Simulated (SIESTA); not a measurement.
# GaAs in SIESTA: the effect of basis

GaAs:

```
As Ga
1.0
     0.00000    2.82685    2.82685
     2.82685    0.00000    2.82685
     2.82685    2.82685    0.00000
As Ga
1 1
Direct
  0.75000 0.75000 0.75000
  0.00000 0.00000 0.00000
```

Alike in all runs:

```yaml
Program: SIESTA 5.4.2
Task: single point
Functional: PBE
Potentials_or_basis: PseudoDojo 0.4 standard (PBE files)
Grid_cutoff: 800 Ry
Energy_shift: 0.003 Ry
k_mesh: 8 × 8 × 8
Occupations: fermi-dirac, width 0.05 eV
Spin: no spin polarisation
```

| basis | gap on the mesh (eV) | pressure (GPa) |
| --- | --- | --- |
| SZ | ? | ? |
| SZP | 0.78 | 5.0 |
| DZ | 0.63 | 3.7 |
| DZP | 0.66 | 4.1 |
| DZDP | 0.66 | 4.2 |
| TZP | 0.58 | 4.2 |
| TZDP | 0.58 | 4.3 |

Question: What does the run with basis SZ give?

Answer: gap on the mesh 0.75 eV; pressure 8.2 GPa.

Caveats: the basis of atomic orbitals isn't converged, which shifts pressures, moduli and gaps; the basis has no polarisation orbitals (some runs).

A k mesh can miss the band edges.
